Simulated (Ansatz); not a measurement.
**The Mo atom: HSE06 and PBE0 beside PBE**

How do the levels and moments change when part of the exchange is made exact, and what does it cost? PBE is run first for comparison.

Computed with Ansatz 0.2.0 (DFT, plane waves (420 eV) with PBE-made PAW files, scalar-relativistic; functionals as named at each step, unless a step says otherwise).

**1. Starting point**

A box of 14.0 × 14.4 × 14.8 Å, with unequal sides, keeps the periodic images far apart.

As a file:

```
CELL_PARAMETERS angstrom
14.00000 0.00000 0.00000
0.00000 14.40000 0.00000
0.00000 0.00000 14.80000
ATOMIC_POSITIONS crystal
Mo 0.50000 0.50000 0.50000
```

**2. PBE single point**

The run with PBE.

The input, input.yaml:

```yaml
crystal:
  lattice:
    - [14.0, 0.0, 0.0]
    - [0.0, 14.4, 0.0]
    - [0.0, 0.0, 14.8]
  atoms:
    - { symbol: Mo, position: [0.5, 0.5, 0.5], spin: 6.0 }
  symmetry: { detect: false, time_reversal: true }
hamiltonian:
  xc: pbe
  pseudopotentials:
    kind: paw
    azcp:
      Mo: "pseudopotentials/Mo.paw.azcp"
basis:
  ecutwfc: 420
  fft_grid_basis: typed
kpoints:
  mp_grid: { grid: [1, 1, 1], shift: [0, 0, 0] }
magnetization:
  spin_polarized: true
scf:
  occupations: { method: fermi_dirac, width: 0.01 }
```

Started as:

```console
$ ansatz run input.yaml --threads 4 --pin off --max-ram 10240MiB --backend cpu --events-out ev --progress --plain --runs-dir out
```

Standard output, cut to the lines that bear on the results:

```text
Warning: RAYON_NUM_THREADS=4 ignored (pool sized by the plan → 4); use --threads N
[...]
Pseudopotentials: kind: paw
Pseudopotential: Mo, paw, valence charge 14, recommended cutoff 420 eV (normal), <dir>
Functional definition: PBE
[...]
Crystal: 1 atoms, lattice volume = 2983.680 Å³
Basis set: ecut = 420 eV, 58327 PW (Γ)
Bands: 14, of which v1, the nominal top of the filled ones, is band 7 counted from 1 (6 counted from 0)
Symmetry: 1 space group operations
k-points: 1
[...]
Starting moments: Σ|m| = 6 μB on 1 of 1 site
[...]
SCF iter   1: F=—  HF=-4949.709301 eV  |F-HF|=—  |Δ(HF+E_count)|=         —  Δρ=8.82e-4 (↑8.82e-4 ↓4.74e-4)  dr2=8.30e-2  dr2_m=7.08e-3  M=6.000 μB ∫|m|=6.006 μB  β_m=0.30  ethr=5.48e-4  ⟨swp⟩=1.0  Hψ=229  notcnv=0
[...]
spin=Collinear: Resta preconditioning applied to the charge; magnetization (m = ρ↑ − ρ↓) channel mixes plain (no charge-response kernel on spin).
[...]
SCF iter   9: F=-4949.711556 eV  HF=-4949.711556 eV  |F-HF|=3.64e-12  |Δ(HF+E_count)|=  2.73e-11  Δρ=1.98e-9 (↑1.91e-9 ↓1.98e-9)  dr2=4.66e-13  dr2_m=5.83e-14  M=6.000 μB ∫|m|=6.006 μB  ethr=1.00e-12  ⟨swp⟩=1.0  Hψ=67  notcnv=0
[...]
iteration 9: the least curvature of the free energy that was read at this close is 0.790 (0.928 in the run's own bands): not negative
SCF converged after 9 iterations
an eigenvalue changed by more than its tolerance at an iteration that met the thresholds in force, so the SCF went on 2 times, its first undamped step at iteration 8: the last check found none over its tolerance
Magnetization: 6.0000 μB (10.0000 up, 4.0000 down)
Absolute magnetization: 6.0060 μB (∫|ρ↑−ρ↓|, with the PAW one-centre terms)
Spin contamination: 0.0006 ħ² per cell (⟨S²⟩ above its minimum at these occupations)
Per-site moments (μB) at R_I (Å): [(5.999877090696168, 5.775)]
Free energy (F): -4949.711556 eV
[...]
E sigma→0 (E₀):  -4949.711556 eV
Fermi energy:    -2.965585 eV
[...]
--- Band table (eV) ---
  k-point 0 ↑: bands = ["-64.6274", "-38.9213", "-38.9213", "-38.9213", "-4.4680", "-4.4263", "-4.4263", "-4.4263", "-4.4263", "-4.4263", "-1.1526", "-1.1513", "-1.1497", "-0.1150"]
[...]
```

Run time: 12 s. Hardware: 4 threads of Arm Neoverse V2, shared host; peak memory 1.6 GiB.

**3. HSE06**

The run with HSE06.

input.yaml, as its differences from that of step 2:

```diff
@@ -9,3 +9,3 @@
 hamiltonian:
-  xc: pbe
+  xc: hse06
   pseudopotentials:
```

Started as:

```console
$ ansatz run input.yaml --threads 4 --pin off --max-ram 10240MiB --backend cpu --events-out ev --progress --plain --runs-dir out
```

Standard output, cut to the lines that bear on the results:

```text
Warning: RAYON_NUM_THREADS=4 ignored (pool sized by the plan → 4); use --threads N
[...]
Pseudopotentials: kind: paw
Pseudopotential: Mo, paw, valence charge 14, recommended cutoff 420 eV (normal), <dir>
Functional definition: HSE06
[...]
Crystal: 1 atoms, lattice volume = 2983.680 Å³
Basis set: ecut = 420 eV, 58327 PW (Γ)
Bands: 14, of which v1, the nominal top of the filled ones, is band 7 counted from 1 (6 counted from 0)
Symmetry: 1 space group operations
k-points: 1
[...]
Starting moments: Σ|m| = 6 μB on 1 of 1 site
[...]
SCF iter   1: F=—  HF=-4948.161470 eV  |F-HF|=—  |Δ(HF+E_count)|=         —  Δρ=1.22e-2 (↑1.05e-2 ↓1.22e-2)  dr2=2.51e-1  dr2_m=3.53e0  M=6.000 μB ∫|m|=6.007 μB  β_m=0.30  ethr=4.93e-4  ⟨swp⟩=18.0  Hψ=223  notcnv=0
[...]
hybrid SCF converged: 2 outer / 8 inner (+9 warm-up), last move |dexx| = 2.40e-8 eV, tail = 4.18e-8 eV
Magnetization: 6.0000 μB (10.0000 up, 4.0000 down)
Absolute magnetization: 6.0062 μB (∫|ρ↑−ρ↓|, with the PAW one-centre terms)
Spin contamination: 0.0010 ħ² per cell (⟨S²⟩ above its minimum at these occupations)
Per-site moments (μB) at R_I (Å): [(5.999891760042259, 5.775)]
Free energy (F): -4952.651124 eV
Frozen-core exchange: fock
[...]
E sigma→0 (E₀):  -4952.651124 eV
Fermi energy:    -2.860784 eV
[...]
--- Band table (eV) ---
  k-point 0 ↑: bands = ["-68.6634", "-41.8069", "-41.8069", "-41.8069", "-5.3211", "-5.3211", "-5.3211", "-5.3211", "-5.3211", "-4.6579", "-0.9496", "-0.9478"]
[...]
  guard bands above this table: 2 of the run's 14 bands. The solve was not asked for them (output.publish_guard_bands: true or output.eigenvalues: true publishes all)
```

It took 14 s on 4 threads of Arm Neoverse V2, shared host; peak memory 2.3 GiB.

**4. PBE0**

The run with PBE0.

input.yaml, as its differences from that of step 3:

```diff
@@ -9,3 +9,3 @@
 hamiltonian:
-  xc: hse06
+  xc: pbe0
   pseudopotentials:
```

Started as:

```console
$ ansatz run input.yaml --threads 4 --pin off --max-ram 10240MiB --backend cpu --events-out ev --progress --plain --runs-dir out
```

Standard output, cut to the lines that bear on the results:

```text
Warning: RAYON_NUM_THREADS=4 ignored (pool sized by the plan → 4); use --threads N
[...]
Pseudopotentials: kind: paw
Pseudopotential: Mo, paw, valence charge 14, recommended cutoff 420 eV (normal), <dir>
Functional definition: PBE0
[...]
Crystal: 1 atoms, lattice volume = 2983.680 Å³
Basis set: ecut = 420 eV, 58327 PW (Γ)
Bands: 14, of which v1, the nominal top of the filled ones, is band 7 counted from 1 (6 counted from 0)
Symmetry: 1 space group operations
k-points: 1
[...]
Starting moments: Σ|m| = 6 μB on 1 of 1 site
[...]
SCF iter   1: F=—  HF=-4948.161616 eV  |F-HF|=—  |Δ(HF+E_count)|=         —  Δρ=1.22e-2 (↑1.05e-2 ↓1.22e-2)  dr2=2.51e-1  dr2_m=3.53e0  M=6.000 μB ∫|m|=6.007 μB  β_m=0.30  ethr=4.94e-4  ⟨swp⟩=18.0  Hψ=223  notcnv=0
[...]
hybrid SCF converged: 2 outer / 8 inner (+9 warm-up), last move |dexx| = 4.29e-8 eV, tail = 5.27e-8 eV
Magnetization: 6.0000 μB (10.0000 up, 4.0000 down)
Absolute magnetization: 6.0061 μB (∫|ρ↑−ρ↓|, with the PAW one-centre terms)
Spin contamination: 0.0010 ħ² per cell (⟨S²⟩ above its minimum at these occupations)
Per-site moments (μB) at R_I (Å): [(5.999884891050173, 5.775)]
Free energy (F): -4952.258652 eV
Frozen-core exchange: fock
[...]
E sigma→0 (E₀):  -4952.258652 eV
Fermi energy:    -2.920058 eV
[...]
--- Band table (eV) ---
  k-point 0 ↑: bands = ["-69.0777", "-42.2210", "-42.2210", "-42.2210", "-5.7148", "-5.7148", "-5.7148", "-5.7148", "-5.7148", "-5.0203", "-0.6324"]
[...]
  guard bands above this table: 3 of the run's 14 bands. The solve was not asked for them (output.publish_guard_bands: true or output.eigenvalues: true publishes all)
```

Run time: 14 s. Hardware: 4 threads of Arm Neoverse V2, shared host; peak memory 2.3 GiB.

**5. Side by side**

| functional | gap between levels | Fermi energy (eV) | magnetic state | SCF cycles | exchange loops | CPU time |
| --- | --- | --- | --- | --- | --- | --- |
| PBE | 2.91 eV | -2.966 | total moment 6.00 μB | 9 | - | 45 s |
| HSE06 | 3.59 eV | -2.861 | total moment 6.00 μB | 17 | 2 | 48 s |
| PBE0 | 4.20 eV | -2.920 | total moment 6.00 μB | 17 | 2 | 48 s |

**6. Outcome**

```
                                   quantity                 value
                                   PBE: gap               2.91 eV
                        PBE: magnetic state  total moment 6.00 μB
                                 HSE06: gap               3.59 eV
                      HSE06: magnetic state  total moment 6.00 μB
          HSE06: SCF cycles, exchange loops                 17, 2
           HSE06: CPU time over that of PBE                   1.1
                                  PBE0: gap               4.20 eV
                       PBE0: magnetic state  total moment 6.00 μB
           PBE0: SCF cycles, exchange loops                 17, 2
            PBE0: CPU time over that of PBE                   1.1
HSE06: above the element's usual form (bcc)          5.26 eV/atom
```

**Reading.** Exact exchange widens the gap from 2.91 eV (PBE) to 3.59 eV (HSE06). HSE06 and PBE took about the same CPU time here. PBE0 gives a gap of 4.20 eV. HSE06 needed 2 outer loops of the exchange operator. The atom lies 5.26 eV above the element's usual form under HSE06 (from a run of its own). The total energies in the logs cannot be compared from one functional to another.
